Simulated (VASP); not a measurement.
# KI (Fm-3m) in VASP: a series of runs

The runs below take KI through relaxation of the atoms, with r2SCAN.

Everything below comes from runs of VASP 6.6.1. Logs are shortened: lines on timing, memory, paths and dates and some standing lists are left out, and cuts for length are marked.

**Experimental background.**

A printed reference work, monograph reports, for a bulk crystal of KI: band gap 6.32 eV.

The runs below are set against these values where they give the same quantity.

## Step 1: The crystal as given

Symmetry: Fm-3m, No. 225, cubic system. The conventional cell has a = 7.098 Å, b = 7.098 Å, c = 7.098 Å, α = 90.00°, β = 90.00°, γ = 90.00°. Around K (site symmetry m-3m) lie 6 I at 3.55 Å. I (site symmetry m-3m) is surrounded by 6 K at 3.55 Å.

## Step 2: Relaxation of the atoms, r2SCAN (a relaxed cell with its volume scaled by 0.94)

File INCAR:

```
SYSTEM = KI
ALGO = Normal
EDIFF = 1E-7
EDIFFG = -0.01
ENCUT = 600
IBRION = 2
ISIF = 2
ISMEAR = 0
LASPH = .True.
LCHARG = .False.
LMIXTAU = .True.
LREAL = .False.
LWAVE = .False.
METAGGA = R2SCAN
NELM = 80
NSW = 40
PREC = Accurate
SIGMA = 0.03
```

File KPOINTS:

```
k-points
0
Gamma
  8 8 8
  0 0 0
```

File POSCAR:

```
KI                                      
1.0
   -0.0000000000      3.4765043597      3.4765043597
    3.4765043597      0.0000000000      3.4765043597
    3.4765043597      3.4765043597      0.0000000000
  K               I             
     1     1
Direct
     0.0000000000000000    0.0000000000000000    0.0000000000000000
     0.5000000000000000    0.5000000000000000    0.5000000000000000
```

Potentials or basis: VASP PAW PBE potentials, release 64 (K_sv, I).

On the command line:

```
cat potpaw_PBE.64/K_sv/POTCAR potpaw_PBE.64/I/POTCAR > POTCAR
mpirun -np 1 vasp_std > vasp.out
```

OUTCAR:

```text
SYSTEM = KI
   EDIFF = 1E-7
   EDIFFG = -0.01
   ENCUT = 600
   IBRION = 2
   ISIF = 2
   ISMEAR = 0
   LASPH = .True.
   LREAL = .False.
   METAGGA = R2SCAN
   NELM = 80
   NSW = 40
   PREC = Accurate

 ion  position               nearest neighbor table
   1  0.000  0.000  0.000-   2 3.48   2 3.48   2 3.48   2 3.48   2 3.48   2 3.48
   2  0.500  0.500  0.500-   1 3.48   1 3.48   1 3.48   1 3.48   1 3.48   1 3.48

  LATTYP: Found a face centered cubic cell.
 ALAT       =     6.9530087194

  Lattice vectors:

 A1 = (   0.0000000000,   3.4765043597,   3.4765043597)
 A2 = (   3.4765043597,   0.0000000000,   3.4765043597)
 A3 = (   3.4765043597,   3.4765043597,   0.0000000000)

Analysis of symmetry for initial positions (statically):
=====================================================================
 Subroutine PRICEL returns:
 Original cell was already a primitive cell.

 Routine SETGRP: Setting up the symmetry group for a
 face centered cubic supercell.

 Subroutine GETGRP returns: Found 48 space group operations
 (whereof 48 operations were pure point group operations)
 out of a pool of 48 trial point group operations.

The static configuration has the point symmetry O_h .

Analysis of symmetry for dynamics (positions and initial velocities):
=====================================================================
 Subroutine PRICEL returns:
 Original cell was already a primitive cell.

 Routine SETGRP: Setting up the symmetry group for a
 face centered cubic supercell.

 Subroutine GETGRP returns: Found 48 space group operations
 (whereof 48 operations were pure point group operations)
 out of a pool of 48 trial point group operations.

The dynamic configuration has the point symmetry O_h .

 Subroutine INISYM returns: Found 48 space group operations
 (whereof 48 operations are pure point group operations),
 and found     1 'primitive' translations

----------------------------------------------------------------------------------------

                                     Primitive cell

  volume of cell :      84.0346

  direct lattice vectors                    reciprocal lattice vectors
     0.000000000  3.476504360  3.476504360    -0.143822630  0.143822630  0.143822630
     3.476504360  0.000000000  3.476504360     0.143822630 -0.143822630  0.143822630
     3.476504360  3.476504360  0.000000000     0.143822630  0.143822630 -0.143822630

  length of vectors
     4.916519615  4.916519615  4.916519615     0.249108102  0.249108102  0.249108102

  position of ions in fractional coordinates (direct lattice)
     0.000000000  0.000000000  0.000000000
     0.500000000  0.500000000  0.500000000

  ion indices of the primitive-cell ions
   primitive index   ion index
                 1           1
                 2           2

----------------------------------------------------------------------------------------

 KPOINTS: k-points

Automatic generation of k-mesh.
 Grid dimensions read from file:
 generate k-points for:    8    8    8

 Generating k-lattice:

  Cartesian coordinates                     Fractional coordinates (reciprocal lattice)
    -0.017977829  0.017977829  0.017977829     0.125000000  0.000000000  0.000000000
     0.017977829 -0.017977829  0.017977829     0.000000000  0.125000000  0.000000000
     0.017977829  0.017977829 -0.017977829     0.000000000  0.000000000  0.125000000

  Length of vectors
     0.031138513  0.031138513  0.031138513

  Shift w.r.t. Gamma in fractional coordinates (k-lattice)
     0.000000000  0.000000000  0.000000000

 Subroutine IBZKPT returns following result:
 ===========================================

 Found     29 irreducible k-points:

 Following reciprocal coordinates:
            Coordinates               Weight
  0.000000  0.000000  0.000000      1.000000
  0.125000  0.000000  0.000000      8.000000
  0.250000  0.000000  0.000000      8.000000
  0.375000  0.000000  0.000000      8.000000
  0.500000  0.000000  0.000000      4.000000
  0.125000  0.125000  0.000000      6.000000
[... 16 lines left out ...]
  0.500000  0.250000  0.125000     48.000000
 -0.375000  0.250000  0.125000     24.000000
 [... further k-points ...]
   k-points           NKPTS =     29   k-points in BZ     NKDIM =     29   number of bands    NBANDS=     12
   number of dos      NEDOS =    301   number of ions     NIONS =      2
   total plane-waves  NPLWV =  64000
   dimension x,y,z NGX =    40 NGY =   40 NGZ =   40
   dimension x,y,z NGXF=    80 NGYF=   80 NGZF=   80
   ions per type =               1   1
   NGX,Y,Z   is equivalent  to a cutoff of  13.53, 13.53, 13.53 a.u.
   NGXF,Y,Z  is equivalent  to a cutoff of  27.05, 27.05, 27.05 a.u.
 SYSTEM =  KI
   PREC   = accura    normal or accurate (medium, high low for compatibility)
   ISTART =      0    job   : 0-new  1-cont  2-samecut
   ICHARG =      2    charge: 1-file 2-atom 10-const
   ISPIN  =      1    spin polarized calculation?
   LNONCOLLINEAR =      F non collinear calculations
   LSORBIT =      F    spin-orbit coupling
   LASPH  =      T    aspherical Exc in radial PAW
   ENCUT  =  600.0 eV  44.10 Ry    6.64 a.u.   9.82  9.82  9.82*2*pi/ulx,y,z
   NELM   =     80;   NELMIN=  2; NELMDL= -5     # of ELM steps
   EDIFF  = 0.1E-06   stopping-criterion for ELM
   LREAL  =      F    real-space projection
   EDIFFG = -.1E-01   stopping-criterion for IOM
   NSW    =     40    number of steps for IOM
   IBRION =      2    ionic relax: 0-MD 1-quasi-New 2-CG
   NFREE  =      1    steps in history (QN), initial steepest desc. (CG)
   ISIF   =      2    stress and relaxation
   ISYM   =      2    0-nonsym 1-usesym 2-fastsym
   POTIM  = 0.5000    time-step for ionic-motion
   TEBEG  =    0.0;   TEEND  =   0.0 temperature during run
   PSTRESS=    0.0 pullay stress
   NELECT =      16.0000    total number of electrons
   NUPDOWN=      -1.0000    fix difference up-down
   EMIN   =  10.00;   EMAX   =-10.00  energy-range for DOS
   EFERMI =   0.00;   METHOD = LEGACY
   ISMEAR =     0;   SIGMA  =   0.03  broadening in eV -4-tet -1-fermi 0-gaus
   EFERMI_NEDOS =   21; number of points for ismear=-14 and -15
   IALGO  =     38    algorithm
   IMIX   =      4    mixing-type and parameters
     AMIX     =   0.40;   BMIX     =  1.00
     AMIX_MAG =   1.60;   BMIX_MAG =  1.00
  volume/ion in A,a.u.               =      42.02       283.55
  Fermi-wavevector in a.u.,A,eV,Ry     =   0.941807  1.779758 12.068381  0.887001
  Thomas-Fermi vector in A             =   2.069355
   LORBIT       =      0    0 simple, 1 ext, 2 COOP (PROOUT), +10 PAW based schemes
   METAGGA = R2SCAN    functional components
   LHFCALC =     F    Hartree Fock is set to
   AEXX    =    0.0000 exact exchange contribution
   IVDW    =     0    specifies the selected vdW correction
   LEPSILON=     F    determine dielectric tensor
   LRPA    =     F    only Hartree local field effects (RPA)
 conjugate gradient relaxation of ions
 non-spin polarized calculation
 Gauss-broadening in eV      SIGMA  =   0.03
  energy-cutoff  :      600.00
  volume of cell :       84.03
 maximum number of plane-waves:      2826
   NGX = 19   NGY = 19   NGZ = 19

 number of electron      16.0000001 magnetization

 Free energy of the ion-electron system (eV)
  ---------------------------------------------------
  ext. energy  EPLUGINS =         0.00000000
  ---------------------------------------------------
  free energy    TOTEN  =       -33.97181849 eV

  energy without entropy =      -33.97181849  energy(sigma->0) =      -33.97181849

 E-fermi :  -0.3304     XC(G=0):  -7.7208

 val. band max:       -0.4957765284   @ k =   0.0000   0.0000   0.0000
 cond. band min:       4.2411557477   @ k =   0.0000   0.0000   0.0000
 fundamental gap:      4.7369322761
 Fermi energy:        -0.3304206610

 k-point     1 :       0.0000    0.0000    0.0000
  band No.  band energies     occupation
      1     -30.0750      2.00000
      2     -12.7975      2.00000
      3     -12.7975      2.00000
      4     -12.7975      2.00000
      5     -11.3868      2.00000
      6      -0.4958      2.00000
      7      -0.4958      2.00000
      8      -0.4958      2.00000
      9       4.2412      0.00000
     10       6.5240      0.00000
     11       6.5240      0.00000
     12       6.5240      0.00000

 k-point     2 :       0.1250    0.0000    0.0000
  band No.  band energies     occupation
      1     -30.0746      2.00000
      2     -12.8314      2.00000
      3     -12.7978      2.00000
      4     -12.7978      2.00000
      5     -11.3295      2.00000
      6      -0.7677      2.00000
      7      -0.5562      2.00000
      8      -0.5562      2.00000
      9       4.6347      0.00000
     10       6.4406      0.00000
     11       6.7091      0.00000
     12       6.7091      0.00000

 k-point     3 :       0.2500    0.0000    0.0000
  band No.  band energies     occupation
      1     -30.0737      2.00000
      2     -12.9047      2.00000
      3     -12.7985      2.00000
      4     -12.7985      2.00000
      5     -11.1982      2.00000
      6      -1.3120      2.00000
      7      -0.6942      2.00000
      8      -0.6942      2.00000
      9       5.2873      0.00000
     10       6.6864      0.00000
     11       7.1973      0.00000
     12       7.1973      0.00000
[... 286 lines left out ...]
 k-point    23 :       0.5000    0.2500    0.1250
  band No.  band energies     occupation
      1     -30.0722      2.00000
      2     -12.9313      2.00000
      3     -12.8175      2.00000
      4     -12.8045      2.00000
      5     -11.1005      2.00000
      6      -1.6359      2.00000
      7      -1.0148      2.00000
      8      -0.8879      2.00000
      9       5.9530      0.00000
     10       6.7602      0.00000
     11       7.5702      0.00000
     12       8.4417      0.00000

 k-point    24 :      -0.3750    0.2500    0.1250
  band No.  band energies     occupation
      1     -30.0719      2.00000
      2     -12.9413      2.00000
      3     -12.8178      2.00000
      4     -12.8073      2.00000
      5     -11.0749      2.00000
      6      -1.7004      2.00000
      7      -1.0989      2.00000
      8      -0.9275      2.00000
      9       6.1082      0.00000
     10       6.9371      0.00000
     11       7.8079      0.00000
     12       8.5755      0.00000

 [... further k-points ...]

------------------------ aborting loop because EDIFF is reached ----------------------------------------

  FORCE on cell =-STRESS in cart. coord.  units (eV):
  Direction    XX          YY          ZZ          XY          YZ          ZX
  --------------------------------------------------------------------------------------
  -------------------------------------------------------------------------------------
  Total        0.4585670      0.4585670      0.4585670     -0.0000000      0.0000000      0.0000000
  in kB        8.7428900      8.7428900      8.7428900     -0.0000000      0.0000000      0.0000000
  external PRESSURE =       8.7428900 kB  Pullay stress =       0.0000000 kB

 VOLUME and BASIS-vectors are now :
 -----------------------------------------------------------------------------
  energy-cutoff  :      600.00
  volume of cell :       84.03
      direct lattice vectors                 reciprocal lattice vectors
     0.000000000  3.476504360  3.476504360    -0.143822630  0.143822630  0.143822630
     3.476504360  0.000000000  3.476504360     0.143822630 -0.143822630  0.143822630
     3.476504360  3.476504360  0.000000000     0.143822630  0.143822630 -0.143822630

 POSITION                                       TOTAL-FORCE (eV/Angst)
 -----------------------------------------------------------------------------------
      0.00000      0.00000      0.00000         0.000000     -0.000000      0.000000
      3.47650      3.47650      3.47650        -0.000000      0.000000     -0.000000
 -----------------------------------------------------------------------------------
    total drift:                                0.000000     -0.000000     -0.000000

  FREE ENERGIE OF THE ION-ELECTRON SYSTEM (eV)
  ---------------------------------------------------
  free  energy   TOTEN  =       -33.9718184887 eV

  energy  without entropy=      -33.9718184887  energy(sigma->0) =      -33.97181849

 reached required accuracy - stopping structural energy minimisation
```

Wall time 2 min (1 thread of Intel Xeon Platinum 8559C (Emerald Rapids), shared host); peak memory 0.26 GiB.

What came out:

* Free energy: -33.9718 eV
* Pressure after relaxing: 0.9 GPa
* Band gap on the k mesh: 4.74 eV, direct

Final structure:
```yaml
crystal:
  lattice:
    - [0.00000, 3.47650, 3.47650]
    - [3.47650, 0.00000, 3.47650]
    - [3.47650, 3.47650, 0.00000]
  atoms:
    - { symbol: K, position: [0.00000, 0.00000, 0.00000] }
    - { symbol: I, position: [0.50000, 0.50000, 0.50000] }
```

Levels at points of the mesh, in eV from the valence-band top:
```csv
k point,band 5,band 6,band 7,band 8,band 9,band 10,band 11,band 12
"(0.00, 0.00, 0.00)",-10.89,0.00,0.00,0.00,4.74,7.02,7.02,7.02
"(0.50, 0.00, 0.00)",-10.53,-1.44,-0.38,-0.38,6.07,8.47,8.86,8.86
"(0.50, 0.50, 0.00)",-10.71,-1.10,-0.40,-0.40,5.29,6.61,8.88,9.71
```

Caveat: the relaxation stopped at its first step, so nothing moved; the PAW data sets were made with another functional, which shifts forces and pressure a little; spin-orbit coupling is left out, which moves the levels of the heavy elements.

## Step 3: Relaxation of the atoms, r2SCAN (a relaxed cell with its volume scaled by 0.96)

INCAR is that of step 2.

KPOINTS is that of step 2.

File POSCAR:

```
KI                                      
1.0
   -0.0000000000      3.5009875914      3.5009875914
    3.5009875914      0.0000000000      3.5009875914
    3.5009875914      3.5009875914      0.0000000000
  K               I             
     1     1
Direct
     0.0000000000000000    0.0000000000000000    0.0000000000000000
     0.5000000000000000    0.5000000000000000    0.5000000000000000
```

Potentials or basis: VASP PAW PBE potentials, release 64 (K_sv, I).

On the command line:

```
cat potpaw_PBE.64/K_sv/POTCAR potpaw_PBE.64/I/POTCAR > POTCAR
mpirun -np 1 vasp_std > vasp.out
```

OUTCAR:

```text
SYSTEM = KI
   EDIFF = 1E-7
   EDIFFG = -0.01
   ENCUT = 600
   IBRION = 2
   ISIF = 2
   ISMEAR = 0
   LASPH = .True.
   LREAL = .False.
   METAGGA = R2SCAN
   NELM = 80
   NSW = 40
   PREC = Accurate

 ion  position               nearest neighbor table
   1  0.000  0.000  0.000-   2 3.50   2 3.50   2 3.50   2 3.50   2 3.50   2 3.50
   2  0.500  0.500  0.500-   1 3.50   1 3.50   1 3.50   1 3.50   1 3.50   1 3.50

  LATTYP: Found a face centered cubic cell.
 ALAT       =     7.0019751828

  Lattice vectors:

 A1 = (   0.0000000000,   3.5009875914,   3.5009875914)
 A2 = (   3.5009875914,   0.0000000000,   3.5009875914)
 A3 = (   3.5009875914,   3.5009875914,   0.0000000000)

Analysis of symmetry for initial positions (statically):
=====================================================================
 Subroutine PRICEL returns:
 Original cell was already a primitive cell.

 Routine SETGRP: Setting up the symmetry group for a
 face centered cubic supercell.

 Subroutine GETGRP returns: Found 48 space group operations
 (whereof 48 operations were pure point group operations)
 out of a pool of 48 trial point group operations.
[... 179 lines left out ...]
      6      -0.6115      2.00000
      7      -0.6115      2.00000
      8      -0.6115      2.00000
      9       4.0680      0.00000
     10       6.4220      0.00000
     11       6.4220      0.00000
     12       6.4220      0.00000
[... 331 lines left out ...]
 k-point    24 :      -0.3750    0.2500    0.1250
  band No.  band energies     occupation
      1     -30.2213      2.00000
      2     -13.0709      2.00000
      3     -12.9620      2.00000
      4     -12.9525      2.00000
      5     -11.1822      2.00000
      6      -1.7733      2.00000
      7      -1.1912      2.00000
      8      -1.0239      2.00000
      9       5.9702      0.00000
     10       6.8075      0.00000
     11       7.6131      0.00000
     12       8.4192      0.00000

 [... further k-points ...]

------------------------ aborting loop because EDIFF is reached ----------------------------------------

  FORCE on cell =-STRESS in cart. coord.  units (eV):
  Direction    XX          YY          ZZ          XY          YZ          ZX
  --------------------------------------------------------------------------------------
  -------------------------------------------------------------------------------------
  Total        0.2904291      0.2904291      0.2904291      0.0000000     -0.0000000      0.0000000
  in kB        5.4218690      5.4218690      5.4218690      0.0000000     -0.0000000      0.0000000
  external PRESSURE =       5.4218690 kB  Pullay stress =       0.0000000 kB

 VOLUME and BASIS-vectors are now :
 -----------------------------------------------------------------------------
  energy-cutoff  :      600.00
  volume of cell :       85.82
      direct lattice vectors                 reciprocal lattice vectors
     0.000000000  3.500987591  3.500987591    -0.142816844  0.142816844  0.142816844
     3.500987591  0.000000000  3.500987591     0.142816844 -0.142816844  0.142816844
     3.500987591  3.500987591  0.000000000     0.142816844  0.142816844 -0.142816844

 POSITION                                       TOTAL-FORCE (eV/Angst)
 -----------------------------------------------------------------------------------
      0.00000      0.00000      0.00000         0.000000      0.000000      0.000000
      3.50099      3.50099      3.50099         0.000000      0.000000      0.000000
 -----------------------------------------------------------------------------------
    total drift:                                0.000000     -0.000000     -0.000000

  FREE ENERGIE OF THE ION-ELECTRON SYSTEM (eV)
  ---------------------------------------------------
  free  energy   TOTEN  =       -33.9798338379 eV

  energy  without entropy=      -33.9798338379  energy(sigma->0) =      -33.97983384

 reached required accuracy - stopping structural energy minimisation
```

OSZICAR:

```text
N       E                     dE             d eps       ncg     rms          rms(c)
DAV:   1     0.706304625347E+02    0.70630E+02   -0.73811E+03   696   0.130E+03
DAV:   2    -0.306044793132E+02   -0.10123E+03   -0.94865E+02   824   0.276E+02
DAV:   3    -0.369885220357E+02   -0.63840E+01   -0.63543E+01   924   0.625E+01
[... 15 lines left out ...]
DAV:  19    -0.339798314962E+02   -0.45658E-05   -0.86579E-06   740   0.343E-02    0.273E-03
DAV:  20    -0.339798326892E+02   -0.11930E-05   -0.27704E-06   736   0.268E-02    0.104E-03
DAV:  21    -0.339798336343E+02   -0.94514E-06   -0.14521E-06   776   0.170E-02    0.881E-04
DAV:  22    -0.339798338256E+02   -0.19129E-06   -0.75307E-08   664   0.439E-03    0.729E-04
DAV:  23    -0.339798338379E+02   -0.12260E-07   -0.45123E-08   520   0.347E-03
   1 F= -.33979834E+02 E0= -.33979834E+02  d E =-.339798E+02
```

CONTCAR:

```text
KI
   1.00000000000000
     0.0000000000000000    3.5009875913999999    3.5009875913999999
     3.5009875913999999    0.0000000000000000    3.5009875913999999
     3.5009875913999999    3.5009875913999999    0.0000000000000000
  K               I
     1     1
Direct
     0.0000000000000000    0.0000000000000000    0.0000000000000000
     0.5000000000000000    0.5000000000000000    0.5000000000000000

  0.00000000E+00  0.00000000E+00  0.00000000E+00
  0.00000000E+00  0.00000000E+00  0.00000000E+00
```

Wall time 2.4 min (1 thread of Intel Xeon Platinum 8559C (Emerald Rapids), shared host); peak memory 0.27 GiB.

Results:

```yaml
Free_energy: -33.9798 eV
Pressure_after_relaxing: 0.5 GPa
Band_gap_on_the_k_mesh: 4.68 eV, direct
```

Final structure:
```
CELL_PARAMETERS angstrom
0.00000 3.50099 3.50099
3.50099 0.00000 3.50099
3.50099 3.50099 0.00000
ATOMIC_POSITIONS crystal
K 0.00000 0.00000 0.00000
I 0.50000 0.50000 0.50000
```

Caveat: the relaxation stopped at its first step, so nothing moved; the PAW data sets were made with another functional, which shifts forces and pressure a little; spin-orbit coupling is left out, which moves the levels of the heavy elements.

[end of part 1 of 2]
